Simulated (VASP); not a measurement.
## BN: single point with PBE

BN:

```
CELL_PARAMETERS angstrom
0.00000 -1.81239 -1.81239
-1.81239 0.00000 -1.81239
1.81239 1.81239 -3.62479
ATOMIC_POSITIONS crystal
B 0.97647 0.01394 0.00000
B 0.52353 0.48606 0.50000
N 0.35092 0.38927 0.87500
N 0.89908 0.86073 0.37500
```

The cell is a database's computed one.

The cell isn't the ideal one: mode 4 frozen in at -0.017 Å and mode 5 at +0.051 Å (largest displacements).

```json
{
 "Program": "VASP 6.6.1",
 "Task": "single point",
 "Functional": "PBE",
 "Potentials or basis": "VASP PAW PBE potentials, release 64 (B, N)",
 "Cutoff": "520 eV",
 "k mesh": "6 × 6 × 6",
 "Occupations": "gaussian, width 0.05 eV",
 "Spin": "no spin polarisation",
 "Dipole correction": "no",
 "Further INCAR settings": "ALGO = Normal; EDIFF = 1e-06; NBANDS = 16"
}
```

```json
{
  "Pressure": "0.1 GPa",
  "Largest force": "0.650 eV/Å",
  "Band gap on the k mesh": "4.40 eV"
}
```

Forces on the atoms (eV/Å):
```
B    0.234 -0.397 -0.163
B   -0.232  0.389  0.158
N    0.310 -0.520 -0.212
N   -0.313  0.527  0.217
```

Stress tensor (GPa, compression positive):
```
 0.34  0.23 -0.03
 0.23 -0.51 -0.19
-0.03 -0.19  0.58
```

Levels at points of the mesh, in eV from the valence-band top:
```
           k point  band 6  band 7  band 8  band 9  band 10  band 11
(0.00, 0.00, 0.00)   -0.07   -0.04    0.00    8.65     8.74     8.75
(0.50, 0.00, 0.00)   -4.92   -3.67   -3.65    7.34     7.55    12.32
(0.00, 0.50, 0.00)   -5.03   -3.65   -3.63    7.40     7.52    12.46
(0.50, 0.50, 0.50)   -5.08   -3.64   -3.63    7.42     7.50    12.55
(0.50, 0.50, 0.00)   -4.87   -2.00   -1.92    4.42     9.17     9.94
(0.00, 0.50, 0.50)   -4.88   -1.99   -1.92    4.41     9.14     9.95
(0.50, 0.00, 0.50)   -4.88   -1.96   -1.94    4.40     9.04     9.98
(0.00, 0.00, 0.50)   -1.25   -1.05   -1.05    9.25     9.35     9.97
```

Run time: 25 s on 1 thread of Intel(R) Xeon(R) Platinum 8488C (Sapphire Rapids), with other jobs on the host, peak memory 0.15 GiB.

Caveat: the k mesh is coarse (spacing up to 0.48 Å⁻¹), so the values aren't converged. A k mesh can miss the band edges.
